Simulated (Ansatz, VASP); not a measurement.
**MgSi3: VASP beside Ansatz**

```
Mg Si
1.0
     4.40300    0.00000    0.00000
     0.00000    4.40300    0.00000
     0.00000    0.00000    4.40300
Mg Si
1 3
Direct
  0.00000 0.00000 0.00000
  0.50000 0.50000 0.00000
  0.50000 0.00000 0.50000
  0.00000 0.50000 0.50000
```

Alike in both runs: task single point; functional PBE; k mesh 10 × 10 × 10; occupations gaussian, width 0.1 eV; no spin polarisation.

|  | VASP | Ansatz |
| --- | --- | --- |
| version | VASP 6.6.1 | Ansatz 0.2.0 |
| potentials or method | VASP PAW PBE potentials, release 64 (Mg, Si) | scalar-relativistic, plane waves, PAW |
| plane-wave cutoff (eV) | 520 | 420 |
| valence electrons in the cell | 14 | 22 |

```tsv
	VASP	Ansatz	Ansatz less VASP
gap on the k mesh at the Fermi level (eV)	none	none	-
pressure (GPa)	-11.6	-11.5	+0.06
```

A gap of «none» marks a metal or a gap that the smearing closes. The two sets of potentials don't hold the same shells in valence.
